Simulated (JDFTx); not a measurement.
Crystal: TaN.

```
Ta N
1.0
     0.00000    2.21132    2.21132
     2.21132    0.00000    2.21132
     2.21132    2.21132    0.00000
Ta N
1 1
Direct
  0.50000 0.50000 0.50000
  0.00000 0.00000 0.00000
```

The cell comes from a database or a generator and needn't be the stable form of this composition.

```yaml
Program: JDFTx 1.7.0 (patched build)
Task: single point
Functional: PBEsol
Potentials_or_basis: PseudoDojo-SR-PBEsol-0.4.1-standard with smoothed tails
Cutoff: 1143 eV
Density_cutoff: 9143 eV
k_mesh: 10 × 10 × 10
Occupations: fermi-dirac, width 0.05 eV
Spin: no spin polarisation
```

On this cell: pressure -11.1 GPa; largest force zero by symmetry; band gap on the k mesh none (metal or under the smearing width).

The same run follows on a disturbed copy (atoms moved at random, drawn with an rms of 0.05 Å):

```
Ta N
1.0
     0.00000    2.21132    2.21132
     2.21132    0.00000    2.21132
     2.21132    2.21132    0.00000
Ta N
1 1
Cartesian
  2.2405 2.3053 2.2063
  0.0022 0.0062 -0.0610
```

Question: What does the disturbed cell give?

Answer: The energy (extrapolated to zero smearing) moves by +19.3 meV/atom; pressure -9.3 GPa; largest force 0.770 eV/Å; band gap on the k mesh none (metal or under the smearing width).

Forces in eV/Å, atoms in the order of the input:
```
Ta  -0.191 -0.625 -0.407
N    0.191  0.625  0.407
```

Stress tensor (GPa, compression positive):
```
-10.45  -0.16  -0.06
 -0.16  -7.98  -0.26
 -0.06  -0.26  -9.57
```
